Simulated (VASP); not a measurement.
# XPS shifts in CuC7, part 3 of 3

Wanted: the chemical shifts that photoemission would resolve in CuC7.

VASP 6.6.1, plane waves and PAW; the level of theory is named at each step.

So far. Step 2 (Relaxation): At PBE, with these data sets, the largest force is down to 0.046 eV/Å. Step 4 (Core hole, atom C4): This is the reference for holes on C.

### 5. Core hole, atom C6 (continued)

Level of this step: final-state core hole with the electron kept at the Fermi level, PBE, zero-moment start; plane waves and PAW (C, Cu, C) (VASP).

OUTCAR, selected parts (step 5):

```text
 POSITION                                       TOTAL-FORCE (eV/Angst)
 -----------------------------------------------------------------------------------
      2.46134      1.33053      7.02169        -0.003705     -0.415478     -0.773615
      2.46436      2.84001      8.15422        -0.008875      0.387589     -0.043201
      1.15150      3.59973      7.03169         0.865286      0.529076     -0.230715
      1.21298      0.71522      6.89398         2.319986     -0.848825      0.534891
     -0.00554      1.41885      6.84625        -0.018205      0.286373      0.135699
     -0.00552      2.82535      6.89925         0.009279      0.372152      0.090299
     -1.16239      3.60000      7.02464        -0.867811      0.535826     -0.223105
      3.70948      0.71483      6.89742        -2.295956     -0.846714      0.509747
 -----------------------------------------------------------------------------------
    total drift:                                0.002425      0.001548      0.002714

  FREE ENERGIE OF THE ION-ELECTRON SYSTEM (eV)
  ---------------------------------------------------
  free  energy   TOTEN  =      -116.2679945357 eV

  energy  without entropy=     -116.2441188231  energy(sigma->0) =     -116.25605668

[... 2 parts as in an earlier step ...]

[... 1 further part left out ...]
[key lines of the parts left out:]
E-fermi :  -1.3440
```

Against the hole on C4 the energy differs by -0.57 eV.

### 6. Core hole, atom C8

The same hole on the next atom.

Contents of INCAR:

```
SYSTEM = CuC7
PREC = Normal
ENCUT = 400
EDIFF = 1E-05
NELM = 120
ISMEAR = 0
SIGMA = 0.1
LREAL = Auto
ALGO = Fast
GGA = PE
NBANDS = 31
ISPIN = 2
MAGMOM = 0 0 0 0 0 0 0 0
LASPH = .TRUE.
LMAXMIX = 4
LWAVE = .FALSE.
LCHARG = .FALSE.
KPAR = 2
NCORE = 2
ICORELEVEL = 2
CLNT = 1
CLN = 1
CLL = 0
CLZ = 1
ISIF = 0
```

Contents of POSCAR:

```
CuC7
1.0
    4.9340000000      0.0000000000      0.0000000000
   -2.4670000000      4.2729693423      0.0000000000
    0.0000000000      0.0000000000     14.6316949909
C Cu C
1 1 6
Direct
    0.8354654353      0.1672915222      0.4714028707
    0.8317882686      0.6646453869      0.5572982531
    0.6546023773      0.8424431125      0.4805790685
    0.3295314408      0.1673812621      0.4711672438
    0.1649037598      0.3320532595      0.4679052048
    0.3294890892      0.6612145920      0.4715279572
    0.6545442571      0.3113818397      0.4798961594
    0.1856655639      0.8425046910      0.4800971463
```

Contents of KPOINTS:

```
Automatic mesh
0
Gamma
5 5 1
0 0 0
```

The projector-augmented-wave data sets are C, Cu and C (PBE family, release 64).

Command:

```sh
$ mpirun -np 4 vasp_std
```

The program printed:

```text
[... set-up lines as in an earlier step ...]
 entering main loop
       N       E                     dE             d eps       ncg     rms          rms(c)
DAV:   1     0.291193814618E+03    0.29119E+03   -0.13657E+04  1620   0.853E+02
DAV:   2    -0.702934257736E+02   -0.36149E+03   -0.33071E+03  2177   0.255E+02
DAV:   3    -0.134429622233E+03   -0.64136E+02   -0.62519E+02  2184   0.118E+02
DAV:   4    -0.139253985934E+03   -0.48244E+01   -0.47761E+01  2400   0.445E+01
[...]
RMM:  23    -0.115042886024E+03   -0.14768E-03   -0.30032E-05  1762   0.251E-02    0.559E-03
RMM:  24    -0.115042907197E+03   -0.21173E-04   -0.73727E-06  1562   0.183E-02    0.242E-03
RMM:  25    -0.115042916161E+03   -0.89642E-05   -0.33712E-06  1440   0.114E-02
   1 F= -.11504292E+03 E0= -.11502912E+03  d E =-.275842E-01  mag=    -0.0000
```

The job ended after 40 s (4 MPI ranks of Intel Xeon 6975P-C (Granite Rapids), shared host; peak memory 0.86 GiB).

Parts of OUTCAR (step 6):

```text
 POSITION                                       TOTAL-FORCE (eV/Angst)
 -----------------------------------------------------------------------------------
      3.70948      0.71483      6.89742        -1.372699     -0.795376     -0.124622
      2.46436      2.84001      8.15422        -0.038358      0.009992      0.086643
      1.15150      3.59973      7.03169         1.271416      0.421098      0.040507
      1.21298      0.71522      6.89398         0.631189     -0.765437     -0.052219
     -0.00554      1.41885      6.84625        -0.448586     -0.272558      0.236094
     -0.00552      2.82535      6.89925        -0.352858      0.981136     -0.090441
      2.46134      1.33053      7.02169         1.039251      0.892426      0.012341
     -1.16239      3.60000      7.02464        -0.729354     -0.471280     -0.108303
 -----------------------------------------------------------------------------------
    total drift:                                0.002328      0.001658     -0.010063

  FREE ENERGIE OF THE ION-ELECTRON SYSTEM (eV)
  ---------------------------------------------------
  free  energy   TOTEN  =      -115.0429161610 eV

  energy  without entropy=     -115.0153319457  energy(sigma->0) =     -115.02912405

[... 2 parts as in an earlier step ...]

[... 1 further part left out ...]
[key lines of the parts left out:]
E-fermi :  -1.1289
```

Against the hole on C4 the energy differs by +0.65 eV.

### 7. Summary

This step: core-level shifts, PBE; plane waves and PAW (VASP 6.6.1).

Derived from the runs above.

A positive shift is a higher binding energy. Cost is wall time times ranks on a shared host. Core-level shifts:

```
atom      region  shell  Kohn-Sham level below the Fermi level (eV)  initial-state shift (eV)  final-state shift (eV)  shifts are from  cost (core minutes)
  C4  next shell     1s                                       265.6                         0                       0               C4                 2.47
  C6      centre     1s                                       266.3                     0.721                 -0.5736               C4                    3
  C8  next shell     1s                                       266.3                    0.7411                  0.6534               C4                 2.67
```

### 8. What came out

```json
{
 "C6 1s (centre), from C4": "initial state +0.72 eV, final state -0.57 eV",
 "C8 1s (next shell), from C4": "initial state +0.74 eV, final state +0.65 eV"
}
```

What this shows: Against C4, C6 is shifted by +0.72 eV in the initial state and by -0.57 eV with the hole, a change of sign; against C4, C8 is shifted by +0.74 eV in the initial state and by +0.65 eV with the hole (energies extrapolated to zero smearing). Only these atoms were given a hole, so other sites aren't ranked. The difference of the two pictures holds the screening of the hole, but also the cell's limits: holes repeat 4.9 Å apart, and the electron from the core stays in the cell, where it moves the Fermi energy by +0.30 to +0.78 eV; that is about as much as the final-state shift of C6 and C8, or more, so there size and sign aren't settled. Cell size, mesh and smearing weren't varied between the hole runs, and no dipole correction was applied to the slab. The other core electrons are frozen, spin-orbit splitting and multiplets are absent, and only shifts between atoms of one element are meaningful. Not tabulated here, as repeats of values shown or as unfit to read for their mesh, reference level or band range: core levels (core hole).

[Lines on the potential files, build, host, timing and source positions are cut from VASP's logs without a mark.]

[Logs are printed without paths, hosts, clocks, repeated set-up lines and the standing remarks that a program may print on its own settings, such as how far it seeks lower states.]

[Hosts, paths, dates, database ids (printed as entryN), source tags and the programs' standing remarks are cut or masked in the printed files.]
